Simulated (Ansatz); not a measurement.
Pb: changing the functional

The cell as given:

It takes space group P6_3/mmc (No. 194, hexagonal). The conventional cell has a = 3.480 Å, b = 3.480 Å, c = 5.590 Å, α = 90.00°, β = 90.00°, γ = 120.00°. Pb (site symmetry -6m2) is surrounded by 12 Pb at 3.44 to 3.48 Å.

This isn't the form of Pb at room conditions, which is fcc.

Kept alike: task relaxation of cell and atoms; k mesh 9 × 9 × 5; occupations fermi-dirac, width 0.05 eV; no spin polarisation. Program: Ansatz, Ansatz PAW. Cutoffs run from 420 to 500 eV. The mesh is that of the run's cell of 2 atoms. No spin-orbit coupling.

| run | volume (Å³/atom) | first edge of the run's cell (Å) | third edge of the run's cell (Å) |
| --- | --- | --- | --- |
| A | 30.896 | 3.468 | 5.932 |
| B | 28.864 | 3.393 | 5.791 |
| C | 29.808 | 3.431 | 5.847 |

The relaxations keep at least the cell's symmetry (P6_3/mmc). For a metal such a mesh leaves the last digits unconverged. Relaxations stop with a little pressure left, so the last digits of a volume or edge aren't settled. Runs of this series that gave no sound value for these columns are left out. All rows use potentials made for PBE.

Q: The runs differ in the functional (and the cutoff that goes with it) alone: LDA; PBEsol; r2SCAN. Which run is which?

A: Run A is r2SCAN; run B is LDA; run C is PBEsol. The volume runs from 28.864 (LDA) to 30.896 Å³/atom (r2SCAN). The first edge of the run's cell runs from 3.393 (LDA) to 3.468 Å (r2SCAN). The third edge of the run's cell runs from 5.791 (LDA) to 5.932 Å (r2SCAN).
